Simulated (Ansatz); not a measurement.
# CdTe (F-43m) in Ansatz: notebook, part 2 of 2

Ansatz 0.2.0. Earlier steps stand in the parts before.

### 3 Single point, PBE

The input, input.yaml:

```yaml
crystal:
  lattice:
    - [0.0, 3.205, 3.205]
    - [3.205, 0.0, 3.205]
    - [3.205, 3.205, 0.0]
  atoms:
    - { symbol: Te, position: [0.75, 0.75, 0.75] }
    - { symbol: Cd, position: [0.0, 0.0, 0.0] }
kpoints:
  mp_grid: { grid: [4, 4, 4] }
scf:
  occupations: { method: fermi_dirac, width: 0.02 }
hamiltonian:
  xc: pbe
  pseudopotentials: { kind: all_electron, lapw: { basis_error: 0.002 } }
output:
  forces: true
  stress: true
  eigenvalues: true
```

Potentials or basis: all-electron LAPW, scalar-relativistic.

Launch:

```console
> ansatz run input.yaml --threads 1 --pin off --max-ram 2560MiB --backend cpu --events-out ev --progress --plain --runs-dir out
```

Standard output:

```text
Warning: RAYON_NUM_THREADS=1 ignored (pool sized by the plan → 1); use --threads N
LAPW: plane waves up to 7.939 Å⁻¹, error target 2.0e-3 eV per atom; small_component_spin mean_spin; Cd in spheres of 1.400 Å, 20 of its electrons in bands, Dirac shells []; Te in spheres of 1.376 Å, 24 of its electrons in bands, Dirac shells [] (how accurate: hamiltonian.pseudopotentials.lapw.basis_error, Limitations)
Engine: ansatz 0.2.0, aarch64-unknown-linux-gnu
Pseudopotentials: kind: all_electron
Pseudopotential: Te, LAPW, valence charge 24, lapw/all_electron/scalar/gaussian/Te, Koelling and Harmon's equation, gaussian nucleus
Pseudopotential: Cd, LAPW, valence charge 20, lapw/all_electron/scalar/gaussian/Cd, Koelling and Harmon's equation, gaussian nucleus
Functional definition: PBE
  parameter kappa = 0.804
  parameter beta = 0.06672455060314922
  exchange = pbe_x(kappa = kappa, mu = beta*pi^2/3)
  correlation = pbe_c(beta = beta)
Crystal: 2 atoms, lattice volume = 65.844 Å³
Basis set: ecut = 240.15935009585502 eV, 537 PW (Γ), exchange–correlation at level 2
Bands: 27, of which v1, the nominal top of the filled ones, is band 22 counted from 1 (21 counted from 0)
Symmetry: 24 space group operations
[... 20 lines left out ...]
Harris-Foulkes:  -337120.589111 eV  (|F-HF|=5.13e-8)
Internal energy: -337120.589111 eV  (E = F + TS)
E sigma→0 (E₀):  -337120.589111 eV
Fermi energy:    9.814959 eV
--- Per-component energies (eV) ---
  E_band       = -1619.307273
  E_kinetic    = 354737.012036
  E_xc         = -9001.967943
  E_electrostatic = -682855.633204  (all electrons and nuclei)
  E_smearing   = -0.000000  (= −TS)
  E_closure    = 0.000000  (closes the sum)
  E_atoms      = -337115.932394  (free atoms, spherical and without spin; not in F)
  Σ components = -337120.589111   (vs F -337120.589111, Δ=0.00e0)
  Basis errors (estimates in eV, not in F): energy 8.3e-4 per atom: plane waves 7.8e-4 (4.6e-4 summed), levels above the bands 2.9e-175, relativity 8.0e-8, radial functions 4.7e-5, core shells 4.0e-7; eigenvalues (radial functions only) 1.8e-6; not estimated: angular momenta, meshes, grids; target (lapw.basis_error) 2.0e-3; muffin-tin radii Cd 1.400 Å, Te 1.376 Å
--- Forces (eV/Å), atoms counted from 1 ---
  atom   1  Te    -0.00000000     0.00000000     0.00000000
  atom   2  Cd     0.00000000    -0.00000000    -0.00000000
  max |Σ_I F_I| component: 6.94e-18 eV/Å
--- Stress (GPa, compression-positive) ---
        4.509766      -0.000000      -0.000000
       -0.000000       4.509766       0.000000
       -0.000000       0.000000       4.509766
  P = ⅓ Tr σ = 4.5098 GPa (45.098 kbar)
--- Band table (eV; the first three rows and the last of 8) ---
  k-point 0: bands = ["-149.3063", "-99.3457", "-99.3457", "-99.3457", "-92.8645", "-53.9263", "-53.9263", "-53.9263", "-26.6890", "-26.6890", "-26.6890", "-26.6795", "-26.6795", "-1.9899", "0.9453", "0.9453", "0.9453", "1.2287", "1.2287", "9.3733", "9.3733", "9.3733", "10.2346", "13.9513", "13.9513", "13.9513", "16.8675"]
  k-point 1: bands = ["-149.3063", "-99.3457", "-99.3457", "-99.3457", "-92.8644", "-53.9263", "-53.9263", "-53.9263", "-26.6890", "-26.6888", "-26.6888", "-26.6794", "-26.6794", "-1.7741", "0.9845", "0.9845", "1.1548", "1.2281", "1.2281", "6.5565", "8.9150", "8.9150", "11.4100", "14.5233", "14.5233", "14.7972", "17.6465"]
  k-point 2: bands = ["-149.3063", "-99.3457", "-99.3457", "-99.3457", "-92.8644", "-53.9264", "-53.9263", "-53.9263", "-26.6891", "-26.6886", "-26.6886", "-26.6793", "-26.6793", "-1.5617", "1.0144", "1.0144", "1.2386", "1.2386", "1.6132", "4.7535", "8.5474", "8.5474", "11.2167", "14.5528", "14.5528", "16.4477", "18.1348"]
  k-point 7: bands = ["-149.3063", "-99.3457", "-99.3457", "-99.3457", "-92.8644", "-53.9263", "-53.9263", "-53.9263", "-26.6890", "-26.6889", "-26.6883", "-26.6794", "-26.6791", "-1.4339", "1.0816", "1.0833", "1.1972", "1.2275", "1.8583", "5.0220", "6.9166", "7.0328", "13.7357", "14.0417", "14.9674", "15.6661", "19.2162"]
```

It took 5.5 s on 1 thread of Arm Neoverse V1, shared host; peak memory 0.24 GiB.

What came out:

| Property | Result |
| --- | --- |
| Free energy | -337120.5891 eV |
| Pressure | 4.5 GPa |
| Band gap on the k mesh | 0.86 eV, direct |

Levels at points of the mesh, in eV from the valence-band top:
| k point | band 19 | band 20 | band 21 | band 22 | band 23 | band 24 | band 25 | band 26 |
| --- | --- | --- | --- | --- | --- | --- | --- | --- |
| (0.00, 0.00, 0.00) | -8.14 | 0.00 | 0.00 | 0.00 | 0.86 | 4.58 | 4.58 | 4.58 |
| (0.00, 0.00, -0.50) | -7.76 | -4.62 | -0.83 | -0.83 | 1.84 | 5.18 | 5.18 | 7.07 |
| (0.00, -0.50, -0.50) | -7.61 | -4.47 | -1.98 | -1.98 | 2.53 | 2.66 | 9.00 | 9.30 |

Caveat: the k mesh is coarse (spacing up to 0.42 Å⁻¹), so the values aren't converged; spin-orbit coupling is left out, which moves the levels of the heavy elements.
